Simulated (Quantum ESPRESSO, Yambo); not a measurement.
# BP (F-43m): changed settings of a GW run in Yambo, part 2 of 2

A base run on BP (F-43m), then changed inputs.

Yambo 5.3.0; LDA and many-body steps on it, plane waves. Known limits of the many-body steps: not at the basis limit; coarse k mesh.

So far. Step 4 (Core charge in Vxc): Against G0W0 in Yambo (4×4×4 mesh, 35 bands, screening to 108.8 eV, Godby-Needs plasmon pole), the gap moves by −0.159 eV. Step 5 (Pole fitted at another frequency): Against G0W0 in Yambo (4×4×4 mesh, 35 bands, screening to 108.8 eV, Godby-Needs plasmon pole), the gap moves by −0.012 eV.

### 6. Exchange cutoff

Level of this step: G0W0 on LDA, plane waves, norm-conserving pseudopotentials (Yambo).

The input, gw5.in:

```
HF_and_locXC
gw0
dyson
ppa
em1d
rim_cut
RandQpts= 1000000
RandGvec= 1 RL
EXXRLvcs= 17 Ry
VXCRLvcs= 272 Ry
Chimod= "HARTREE"
% BndsRnXp
 1 | 35 |
%
NGsBlkXp= 8 Ry
% LongDrXp
 1 | 1 | 1 |
%
% GbndRnge
 1 | 35 |
%
DysSolver= "n"
ExtendOut
PPAPntXp= 27.21138 eV
% QPkrange
 1 | 1 | 3 | 6 |
 7 | 7 | 3 | 6 |
%
```

Launch:

```console
$ OMP_NUM_THREADS=1 mpirun -n 4 yambo -F gw5.in -J gw5,gw1_W -C gw5 > gw5.log
```

The log of the run:

```text
 Yambo, version 5.3.0

 [02] CORE Variables Setup
 =========================

  [... cell, symmetries and grids as in the set-up ...]

  [02.05] Energies & Occupations
  ==============================

  [X] === General ===
  [X] Electronic Temperature                        :  0.000000  0.000000 [eV K]
  [X] Bosonic    Temperature                        :  0.000000  0.000000 [eV K]
  [X] Finite Temperature mode                       : no
  [X] El. density                                   :  0.34242E+24 [cm-3]
  [X] Fermi Level                                   :  9.023726 [eV]

  [X] === Gaps and Widths ===
  [X] Conduction Band Min                           :  1.317558 [eV]
  [X] Valence Band Max                              :  0.000000 [eV]
  [X] Filled Bands                                  :   4
  [X] Empty Bands                                   :    5   35
  [X] Direct Gap                                    :  3.386302 [eV]
  [X] Direct Gap localized at k                     :  1
  [X] Indirect Gap                                  :  1.317558 [eV]
  [X] Indirect Gap between kpts                     :   1   7
  [X] Last valence band width                       :  5.487000 [eV]
  [X] 1st conduction band width                     :  3.929597 [eV]

 [03] Transferred momenta grid and indexing
 ==========================================

 IBZ Q-points                                      :   8
 BZ  Q-points                                      :   64

 K/Q-points units:
 rlu = crystal or reduced units; cc = cartesian coordinates; iku = interal k-units

 Q [1]          [rlu]:  0.000000  0.000000  0.000000
 Q [2]          [rlu]: -0.10617E-17 -0.10617E-17  0.25000
 Q [3]          [rlu]:  0.21235E-17  0.21235E-17 -0.50000
[...]
Q [7]          [rlu]:  0.18101E-16 -0.50000     -0.50000
 Q [8]          [rlu]:  0.250000 -0.500000 -0.250000

 [04] Coloumb potential Random Integration (RIM)
 ===============================================

 Summary of Coulomb integrals for non-metallic bands |Q|[au] RIM/Bare

 Q [1] 0.100000E-4 0.995988 * Q [2] 0.317261 1.066317
 Q [4] 0.366342 1.065091 * Q [6] 0.518086 1.027759
 Q [5] 0.607509 1.020584 * Q [3] 0.634523 1.018268
 Q [7] 0.732684 1.014689 * Q [8] 0.819165 1.011648

 [05] Dipoles
 ============

  [05.01] Setup: observables and procedures
  =========================================

 [06] Dynamic Dielectric Matrix (PPA)
 ====================================

   Sc/G bands                                       :    1   35
   Sc/G damping                                     :  0.100000 ev
   Sc bands terminator                              : no
   Sx RL components                                 :  181

   QP @ state[ 1 ] K range                          :  1  1
   QP @ state[ 1 ] b range                          :   3   6
   QP @ state[ 2 ] K range                          :   7   7
   QP @ state[ 2 ] b range                          :   3   6
   GF energies kind                                 : Slater exchange(X)+Perdew & Wang(C)
   GF WF`s kind                                     : Slater exchange(X)+Perdew & Wang(C)
   Xs energies kind                                 : Slater exchange(X)+Perdew & Wang(C)
   Xs WF`s kind                                     : Slater exchange(X)+Perdew & Wang(C)

 [11] Game Over & Game summary
```

It took 2.2 s on 4 MPI ranks of Arm Neoverse V2, shared host; peak memory 1 GiB; 8.6 s of CPU time.

Numbers from this step:

* G0W0 gap on the points computed: 2.054 eV
* starting gap on the mesh: 1.318 eV
* k of the valence top: 0, 0, 0
* k of the conduction bottom: 0, -0.5, -0.5
* least direct G0W0 gap on the computed points: 4.229 eV
* Z at the valence top: 0.7993
* Z at the conduction bottom: 0.8112

### 7. Field direction

gw6.in, as its differences from gw5.in of step 6:

```diff
@@ -8,3 +8,3 @@
 RandGvec= 1 RL
-EXXRLvcs= 17 Ry
+EXXRLvcs= 68 Ry
 VXCRLvcs= 272 Ry
@@ -16,3 +16,3 @@
 % LongDrXp
- 1 | 1 | 1 |
+ 0 | 0 | 1 |
 %
```

Launch:

```console
$ OMP_NUM_THREADS=1 mpirun -n 4 yambo -F gw6.in -J gw6 -C gw6 > gw6.log
```

The log of the run:

```text
 Yambo, version 5.3.0

 [02] CORE Variables Setup
 =========================

  [... cell, symmetries and grids as in the set-up ...]

  [02.05] Energies & Occupations
  ==============================

  [X] === General ===
  [X] Electronic Temperature                        :  0.000000  0.000000 [eV K]
  [X] Bosonic    Temperature                        :  0.000000  0.000000 [eV K]
  [X] Finite Temperature mode                       : no
  [X] El. density                                   :  0.34242E+24 [cm-3]
[...]
Sx RL components                                 :  1471

   QP @ state[ 1 ] K range                          :  1  1
   QP @ state[ 1 ] b range                          :   3   6
   QP @ state[ 2 ] K range                          :   7   7
   QP @ state[ 2 ] b range                          :   3   6
   GF energies kind                                 : Slater exchange(X)+Perdew & Wang(C)
   GF WF`s kind                                     : Slater exchange(X)+Perdew & Wang(C)
   Xs energies kind                                 : Slater exchange(X)+Perdew & Wang(C)
   Xs WF`s kind                                     : Slater exchange(X)+Perdew & Wang(C)

 [11] Game Over & Game summary
```

Run time: 5.1 s. Hardware: 4 MPI ranks; peak memory 1.1 GiB.

This step gave:

| Property | Result |
| --- | --- |
| G0W0 gap on the points computed | 2.062 eV |
| starting gap on the mesh | 1.318 eV |
| k of the valence top | 0, 0, 0 |
| k of the conduction bottom | 0, -0.5, -0.5 |
| least direct G0W0 gap on the computed points | 4.233 eV |

Against G0W0 in Yambo (4×4×4 mesh, 35 bands, screening to 108.8 eV, Godby-Needs plasmon pole), the gap moves by +0.000 eV.

### 8. More G vectors in the random integration

gw7.in, as its differences from gw6.in of step 7:

```diff
@@ -7,3 +7,3 @@
 RandQpts= 1000000
-RandGvec= 1 RL
+RandGvec= 59 RL
 EXXRLvcs= 68 Ry
@@ -16,3 +16,3 @@
 % LongDrXp
- 0 | 0 | 1 |
+ 1 | 1 | 1 |
 %
@@ -28 +28,2 @@
 %
+QpgFull
```

Launch:

```console
$ OMP_NUM_THREADS=1 mpirun -n 4 yambo -F gw7.in -J gw7,gw1_W -C gw7 > gw7.log
```

The log of the run:

```text
 Yambo, version 5.3.0

 [02] CORE Variables Setup
 =========================

  [... cell, symmetries and grids as in the set-up ...]

  [02.05] Energies & Occupations
  ==============================

  [X] === General ===
  [X] Electronic Temperature                        :  0.000000  0.000000 [eV K]
  [X] Bosonic    Temperature                        :  0.000000  0.000000 [eV K]
  [X] Finite Temperature mode                       : no
  [X] El. density                                   :  0.34242E+24 [cm-3]
[...]
Sx RL components                                 :  1471

   QP @ state[ 1 ] K range                          :  1  1
   QP @ state[ 1 ] b range                          :   3   6
   QP @ state[ 2 ] K range                          :   7   7
   QP @ state[ 2 ] b range                          :   3   6
   GF energies kind                                 : Slater exchange(X)+Perdew & Wang(C)
   GF WF`s kind                                     : Slater exchange(X)+Perdew & Wang(C)
   Xs energies kind                                 : Slater exchange(X)+Perdew & Wang(C)
   Xs WF`s kind                                     : Slater exchange(X)+Perdew & Wang(C)

 [11] Game Over & Game summary
```

Run time: 60 s. Hardware: 4 MPI ranks; peak memory 1.1 GiB.

This step gave:

| Property | Result |
| --- | --- |
| G0W0 gap on the points computed | 2.067 eV |
| starting gap on the mesh | 1.318 eV |
| k of the valence top | 0, 0, 0 |
| k of the conduction bottom | 0, -0.5, -0.5 |
| least direct G0W0 gap on the computed points | 4.237 eV |

Against G0W0 in Yambo (4×4×4 mesh, 35 bands, screening to 108.8 eV, Godby-Needs plasmon pole), the gap moves by +0.005 eV.

### 9. Two empty bands

The input, gw8.in:

```
HF_and_locXC
gw0
dyson
ppa
em1d
rim_cut
RandQpts= 1000000
RandGvec= 1 RL
EXXRLvcs= 68 Ry
VXCRLvcs= 272 Ry
Chimod= "HARTREE"
% BndsRnXp
 1 | 6 |
%
NGsBlkXp= 8 Ry
% LongDrXp
 1 | 1 | 1 |
%
% GbndRnge
 1 | 6 |
%
DysSolver= "n"
ExtendOut
PPAPntXp= 27.21138 eV
% QPkrange
 1 | 1 | 3 | 6 |
 7 | 7 | 3 | 6 |
%
```

Launch:

```console
$ OMP_NUM_THREADS=1 mpirun -n 4 yambo -F gw8.in -J gw8 -C gw8 > gw8.log
```

The log of the run:

```text
 Yambo, version 5.3.0

 [02] CORE Variables Setup
 =========================

  [... cell, symmetries and grids as in the set-up ...]

  [02.05] Energies & Occupations
  ==============================

  [X] === General ===
  [X] Electronic Temperature                        :  0.000000  0.000000 [eV K]
  [X] Bosonic    Temperature                        :  0.000000  0.000000 [eV K]
  [X] Finite Temperature mode                       : no
  [X] El. density                                   :  0.34242E+24 [cm-3]
  [X] Fermi Level                                   :  9.023726 [eV]

  [X] === Gaps and Widths ===
  [X] Conduction Band Min                           :  1.317558 [eV]
  [X] Valence Band Max                              :  0.000000 [eV]
  [X] Filled Bands                                  :   4
  [X] Empty Bands                                   :    5   35
  [X] Direct Gap                                    :  3.386302 [eV]
  [X] Direct Gap localized at k                     :  1
  [X] Indirect Gap                                  :  1.317558 [eV]
  [X] Indirect Gap between kpts                     :   1   7
  [X] Last valence band width                       :  5.487000 [eV]
  [X] 1st conduction band width                     :  3.929597 [eV]

 [03] Transferred momenta grid and indexing
 ==========================================

 IBZ Q-points                                      :   8
 BZ  Q-points                                      :   64

 K/Q-points units:
 rlu = crystal or reduced units; cc = cartesian coordinates; iku = interal k-units

 Q [1]          [rlu]:  0.000000  0.000000  0.000000
 Q [2]          [rlu]: -0.10617E-17 -0.10617E-17  0.25000
 Q [3]          [rlu]:  0.21235E-17  0.21235E-17 -0.50000
[...]
[xc] Functional : Slater exchange(X)+Perdew & Wang(C)
 [xc] LIBXC used to calculate xc functional
  PP Number of Atomic Species                      :  2
  NLCC RL compoments                               :  11935
  PP Number of Atomic Species                      :  2
  NLCC RL compoments                               :  11935

 [xc] E_xc :  -2.808331 [Ha]
      E_xc :  -5.616662 [Ry]

  Local XC kind (lXC) : Slater exchange(X)+Perdew & Wang(C)
  Non-Local XC kind (nlXC) : Hartree-Fock

  Corrections @ K [1] :  [eV]
 <3|nlXC|3> = -15.08405 -0.14088E-16 <3|lXC|3> = -13.22310 -0.47213E-16
 <4|nlXC|4> = -15.08391  0.11664E-16 <4|lXC|4> = -13.22310  0.23589E-16
 <5|nlXC|5> = -7.149335  0.30646E-17 <5|lXC|5> = -12.01748 -0.58719E-19
[...]
Corrections @ K [7] :  [eV]
[...]
<5|nlXC|5> = -6.417840  0.19940E-18 <5|lXC|5> = -10.94499  0.23605E-16
 <6|nlXC|6> = -6.174474  0.32150E-17 <6|lXC|6> = -10.81261  0.18882E-15

 [08] Dyson equation: Newton solver
 ==================================

  [08.01] G0W0 (W PPA)
  ====================

  [  GW  ] Bands range     :   1   6
  [GW/PPA] G damping       :  0.100000 [eV]

  QP @ state[ 1 ] K range:  1  1
  QP @ state[ 1 ] b range:   3   6
  QP @ state[ 2 ] K range:   7   7
  QP @ state[ 2 ] b range:   3   6

   Sc/G bands                                       :   1   6
   Sc/G damping                                     :  0.100000 ev
   Sc bands terminator                              : no
   Sx RL components                                 :  1471

   QP @ state[ 1 ] K range                          :  1  1
   QP @ state[ 1 ] b range                          :   3   6
   QP @ state[ 2 ] K range                          :   7   7
   QP @ state[ 2 ] b range                          :   3   6
   GF energies kind                                 : Slater exchange(X)+Perdew & Wang(C)
   GF WF`s kind                                     : Slater exchange(X)+Perdew & Wang(C)
   Xs energies kind                                 : Slater exchange(X)+Perdew & Wang(C)
   Xs WF`s kind                                     : Slater exchange(X)+Perdew & Wang(C)

 [11] Game Over & Game summary
```

Wall time 3.2 s (4 MPI ranks); peak memory 0.97 GiB; 8.5 s of CPU time.

The run ended normally, though the input holds a fault or crude settings.

The fault put into this input: two empty bands. It printed a gap of 2.47 eV, an artefact of the input.

### 10. Cutoff typed in the wrong unit

gw9.in, as its differences from gw8.in of step 9:

```diff
@@ -12,5 +12,5 @@
 % BndsRnXp
- 1 | 6 |
+ 1 | 35 |
 %
-NGsBlkXp= 8 Ry
+NGsBlkXp= 8 mRy
 % LongDrXp
@@ -19,3 +19,3 @@
 % GbndRnge
- 1 | 6 |
+ 1 | 35 |
 %
```

Launch:

```console
$ OMP_NUM_THREADS=1 mpirun -n 4 yambo -F gw9.in -J gw9 -C gw9 > gw9.log
```

The log of the run:

```text
 Yambo, version 5.3.0

 [02] CORE Variables Setup
 =========================

  [... cell, symmetries and grids as in the set-up ...]

  [02.05] Energies & Occupations
  ==============================

  [X] === General ===
  [X] Electronic Temperature                        :  0.000000  0.000000 [eV K]
  [X] Bosonic    Temperature                        :  0.000000  0.000000 [eV K]
  [X] Finite Temperature mode                       : no
  [X] El. density                                   :  0.34242E+24 [cm-3]
  [X] Fermi Level                                   :  9.023726 [eV]

  [X] === Gaps and Widths ===
  [X] Conduction Band Min                           :  1.317558 [eV]
  [X] Valence Band Max                              :  0.000000 [eV]
  [X] Filled Bands                                  :   4
  [X] Empty Bands                                   :    5   35
  [X] Direct Gap                                    :  3.386302 [eV]
  [X] Direct Gap localized at k                     :  1
  [X] Indirect Gap                                  :  1.317558 [eV]
  [X] Indirect Gap between kpts                     :   1   7
  [X] Last valence band width                       :  5.487000 [eV]
  [X] 1st conduction band width                     :  3.929597 [eV]

 [03] Transferred momenta grid and indexing
 ==========================================

 IBZ Q-points                                      :   8
 BZ  Q-points                                      :   64

 K/Q-points units:
 rlu = crystal or reduced units; cc = cartesian coordinates; iku = interal k-units

 Q [1]          [rlu]:  0.000000  0.000000  0.000000
 Q [2]          [rlu]: -0.10617E-17 -0.10617E-17  0.25000
 Q [3]          [rlu]:  0.21235E-17  0.21235E-17 -0.50000
[...]
[xc] Functional : Slater exchange(X)+Perdew & Wang(C)
 [xc] LIBXC used to calculate xc functional
  PP Number of Atomic Species                      :  2
  NLCC RL compoments                               :  11935
  PP Number of Atomic Species                      :  2
  NLCC RL compoments                               :  11935

 [xc] E_xc :  -2.808331 [Ha]
      E_xc :  -5.616662 [Ry]

  Local XC kind (lXC) : Slater exchange(X)+Perdew & Wang(C)
  Non-Local XC kind (nlXC) : Hartree-Fock

  Corrections @ K [1] :  [eV]
 <3|nlXC|3> = -15.08405 -0.14088E-16 <3|lXC|3> = -13.22310 -0.47213E-16
 <4|nlXC|4> = -15.08391  0.11664E-16 <4|lXC|4> = -13.22310  0.23589E-16
 <5|nlXC|5> = -7.149335  0.30646E-17 <5|lXC|5> = -12.01748 -0.58719E-19
[...]
Corrections @ K [7] :  [eV]
[...]
<5|nlXC|5> = -6.417840  0.19940E-18 <5|lXC|5> = -10.94499  0.23605E-16
 <6|nlXC|6> = -6.174474  0.32150E-17 <6|lXC|6> = -10.81261  0.18882E-15

 [08] Dyson equation: Newton solver
 ==================================

  [08.01] G0W0 (W PPA)
  ====================

  [  GW  ] Bands range     :    1   35
  [GW/PPA] G damping       :  0.100000 [eV]

  QP @ state[ 1 ] K range:  1  1
  QP @ state[ 1 ] b range:   3   6
  QP @ state[ 2 ] K range:   7   7
  QP @ state[ 2 ] b range:   3   6

   Sc/G bands                                       :    1   35
   Sc/G damping                                     :  0.100000 ev
   Sc bands terminator                              : no
   Sx RL components                                 :  1471

   QP @ state[ 1 ] K range                          :  1  1
   QP @ state[ 1 ] b range                          :   3   6
   QP @ state[ 2 ] K range                          :   7   7
   QP @ state[ 2 ] b range                          :   3   6
   GF energies kind                                 : Slater exchange(X)+Perdew & Wang(C)
   GF WF`s kind                                     : Slater exchange(X)+Perdew & Wang(C)
   Xs energies kind                                 : Slater exchange(X)+Perdew & Wang(C)
   Xs WF`s kind                                     : Slater exchange(X)+Perdew & Wang(C)

 [11] Game Over & Game summary
```

Wall time 4.5 s (4 MPI ranks); peak memory 1.1 GiB; 14 s of CPU time.

The run ended normally, though the input holds a fault or crude settings.

The fault put into this input: cutoff typed in the wrong unit. It printed a gap of 1.85 eV, an artefact of the input.

### 11. Side by side

Times are wall times on 4 MPI ranks of Arm Neoverse V2, shared host, good to a factor of about two.

| run | mesh | bands | screening cutoff (eV) | DFT gap (eV) | gap on the mesh (eV) | direct (eV) | time |
| --- | --- | --- | --- | --- | --- | --- | --- |
| base | 4×4×4 | 35 | 108.8 | 1.318 | 2.062 | 4.233 | 5.2 s |
| scissors in G | 4×4×4 | 35 | 108.8 | 1.318 | 2.110 | 4.287 | 2.3 s |
| core charge in Vxc | 4×4×4 | 35 | 108.8 | 1.318 | 1.903 | 4.195 | 2.3 s |
| pole fitted at another frequency | 4×4×4 | 35 | 108.8 | 1.318 | 2.050 | 4.208 | 5.1 s |
| exchange cutoff | 4×4×4 | 35 | 108.8 | 1.318 | 2.054 | 4.229 | 2.2 s |
| field direction | 4×4×4 | 35 | 108.8 | 1.318 | 2.062 | 4.233 | 5.1 s |
| more G vectors in the random integration | 4×4×4 | 35 | 108.8 | 1.318 | 2.067 | 4.237 | 60 s |

### 12. Results

| Property | Result |
| --- | --- |
| base | 2.062 eV |
| scissors in G | 2.110 eV |
| core charge in Vxc | 1.903 eV |
| pole fitted at another frequency | 2.050 eV |
| exchange cutoff | 2.054 eV |
| field direction | 2.062 eV |
| more G vectors in the random integration | 2.067 eV |
| known limits | not at the basis limit; coarse k mesh |

In words: Scissors in G: +0.048 eV against base (keys changed: GfnQP_E). Core charge in Vxc: −0.159 eV against base (keys changed: UseNLCC). Pole fitted at another frequency: −0.012 eV against base (keys changed: PPAPntXp). Exchange cutoff: −0.008 eV against base (keys changed: EXXRLvcs). Field direction: no change against base (keys changed: LongDrXp). More G vectors in the random integration: +0.005 eV against base (keys changed: RandGvec and QpgFull; the shift is their joint effect). Bands and cutoff are finite, so the gap is not at the basis limit. The miss can reach some tenths of an eV and take either sign; the mesh is an error of its own. In the G0W0 runs levels were corrected at 2 k points alone, so a gap called «on the mesh» is the least over those, and an edge elsewhere would be missed. The 4×4×4 mesh is coarse for this cell, which bears on the long-range parts of exchange and screening.

[Paths, hosts, dates, memory and timing lines, banners, echoed tables and standing remarks are left out of the program output.]

[Logs are printed without paths, hosts, clocks, repeated set-up lines and the standing remarks that a program may print on its own settings, such as how far it seeks lower states.]

[Runs of the session that timed out or met a known fault of the program may be left out.]

[Hosts, paths, dates, database ids (printed as entryN), source tags and the programs' standing remarks are cut or masked in the printed files.]
